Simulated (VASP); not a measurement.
Wanted: the native input for a VASP 6.6.1 run.

```
Task                   : relaxation of cell and atoms
Functional             : PBEsol
Potentials or basis    : VASP PAW PBE potentials, release 64 (Li_sv, H)
Cutoff                 : 600 eV
k mesh                 : 10 × 10 × 10
Occupations            : fermi-dirac, width 0.02 eV
Spin                   : no spin polarisation
Dipole correction      : no
Further INCAR settings : ALGO = Normal; EDIFF = 1e-07; IBRION = 2; EDIFFG = -0.005; NSW = 80; ISIF = 3
```

The structure of LiH lies in POSCAR:

```
LiH
1.0
    2.5060075176      0.0000000000      0.0000000000
    0.0000000000      2.5060075176      0.0000000000
    0.0000000000      0.0000000000      2.5060075176
Li H
1 1
Direct
    0.0000000000      0.0000000000      0.0000000000
    0.5000000000      0.5000000000      0.5000000000
```

The cell was built by a generator and needn't be a form met in nature.

The input as run:

INCAR

```
SYSTEM = LiH
ALGO = Normal
EDIFF = 1E-7
EDIFFG = -0.005
ENCUT = 600
GGA = PS
IBRION = 2
ISIF = 3
ISMEAR = -1
LASPH = .TRUE.
LCHARG = .FALSE.
LREAL = .FALSE.
LWAVE = .FALSE.
NELM = 100
NSW = 80
PREC = Accurate
SIGMA = 0.02
```

KPOINTS

```
k-points
0
G
  10 10 10
  0 0 0
```

Potentials or basis: VASP PAW PBE potentials, release 64 (Li_sv, H).

Command:

```console
$ cat potpaw_PBE.64/Li_sv/POTCAR potpaw_PBE.64/H/POTCAR > POTCAR
$ mpirun -np 1 vasp_std > vasp.out
```

Results of the run:

* Relaxed volume: 7.70 Å³/atom
* Relaxed cell: a = 2.488 Å, b = 2.488 Å, c = 2.488 Å, α = 90.00°, β = 90.00°, γ = 90.00°
* Space group after relaxing (to 0.05 Å): Pm-3m (No. 221)
* Energy gained by relaxing: 0.4 meV/atom
* Ionic steps: 3
* Pressure after relaxing: 0.0 GPa
* Band gap on the k mesh: 0.46 eV, indirect (least direct gap 4.03 eV)

Caveat: the cutoff is under 1.25 times the usual one of these potentials, so pressure, stress and relaxed cells hold a basis-set (Pulay) error; the PAW data sets were made with another functional, which shifts forces and pressure a little.

Run time: 6.5 s on 1 thread of Intel(R) Xeon(R) Platinum 8488C (Sapphire Rapids), on a shared host, peak memory 0.11 GiB.
